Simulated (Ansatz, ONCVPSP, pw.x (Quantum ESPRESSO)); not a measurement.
# pw.x on diamond P: one setting changed

Potential: optimised norm-conserving Vanderbilt (ONCV), ONCVPSP 4.0.1.1 (patched build), PBE; core [Ne], reference 3s2 3p3; waves: 3s: rc 1.60 bohr, ncon 4, nbas 7, qcut 3.4 1/bohr, local; 3p: rc 2.05 bohr, ncon 4, nbas 7, qcut 3.3 1/bohr, 1 projector; d scattering state at 0.08 Ha: rc 1.60 bohr, ncon 4, nbas 8, qcut 5.7 1/bohr, 3 projectors, debl 2.5 Ha; local part: the s channel; core correction: Teter function, fcfact 1.75, rcfact 1.75.

The reference run (k-mesh 8³, cutoffs 105/420 Ry, Fermi–Dirac 0.01 Ry, mixing_beta 0.4, conv_thr 1e-9, no spin) gives -0.84 GPa at 20.949 Å³/atom, where all-electron LAPW gives -0.21 GPa. This run, with its own iteration cap, changes nbnd to 8.

```
&control
  calculation='scf', prefix='x', pseudo_dir='./', outdir='./tmp', tstress=.true., disk_io='none'
/
&system
  ibrav=0, nat=2, ntyp=1, ecutwfc=105, ecutrho=420, nbnd=8,
  occupations='smearing', smearing='fd', degauss=0.01
/
&electrons
  conv_thr=1e-09, mixing_beta=0.4, electron_maxstep=60
/
ATOMIC_SPECIES
P 1.0 P.UPF
CELL_PARAMETERS angstrom
  0.00000000 2.75668895 2.75668895
  2.75668895 0.00000000 2.75668895
  2.75668895 2.75668895 0.00000000
ATOMIC_POSITIONS crystal
P 0.0000 0.0000 0.0000
P 0.2500 0.2500 0.2500
K_POINTS automatic
8 8 8 0 0 0
```

```bash
pw.x < P.scf.in > P.scf.out
```

**Question.** How does the run end?

**Answer.** It converges in 7 iterations; the free energy moves by +0.0 meV/atom and the pressure by +0.00 GPa. The result is that of the reference run.

```
Message from routine setup:
     using ibrav=0 with symmetry is DISCOURAGED, use correct ibrav instead
     lattice parameter (alat)  =       7.3672  a.u.
     unit-cell volume          =     282.7417 (a.u.)^3
     number of electrons       =        10.00
     number of Kohn-Sham states=            8
     kinetic-energy cutoff     =     105.0000  Ry
     charge density cutoff     =     420.0000  Ry
     scf convergence threshold =      1.0E-09
     Exchange-correlation= PBE
     number of k points=    29  Fermi-Dirac smearing, width (Ry)=  0.0100
     iteration #  1     ecut=   105.00 Ry     beta= 0.40
     total energy              =     -27.74488104 Ry
     estimated scf accuracy    <       0.01625195 Ry
     iteration #  2     ecut=   105.00 Ry     beta= 0.40
     total energy              =     -27.74383996 Ry
     estimated scf accuracy    <       0.00488557 Ry
     iteration #  3     ecut=   105.00 Ry     beta= 0.40
     total energy              =     -27.74404712 Ry
     estimated scf accuracy    <       0.00007467 Ry
     iteration #  4     ecut=   105.00 Ry     beta= 0.40
     total energy              =     -27.74407439 Ry
     estimated scf accuracy    <       0.00000114 Ry
     iteration #  5     ecut=   105.00 Ry     beta= 0.40
     total energy              =     -27.74407508 Ry
     estimated scf accuracy    <       0.00000007 Ry
     iteration #  6     ecut=   105.00 Ry     beta= 0.40
     total energy              =     -27.74407509 Ry
     estimated scf accuracy    <       0.00000003 Ry
     iteration #  7     ecut=   105.00 Ry     beta= 0.40
     the Fermi energy is     6.6547 ev
!    total energy              =     -27.74407509 Ry
     estimated scf accuracy    <          2.6E-11 Ry
     smearing contrib. (-TS)   =      -0.00744150 Ry
     The total energy is F=E-TS. E is the sum of the following terms:
     one-electron contribution =       3.97805527 Ry
     hartree contribution      =       2.54208988 Ry
     xc contribution           =      -8.40537859 Ry
     ewald contribution        =     -25.85140014 Ry
     convergence has been achieved in   7 iterations
          total   stress  (Ry/bohr**3)                   (kbar)     P=       -8.39
     Message from routine punch:
     Nothing written, as per user request (disk_io='none')
```

The run took about 53 s on one core of a shared host (Neoverse-N1, 64 threads, 124 GiB, load 58).
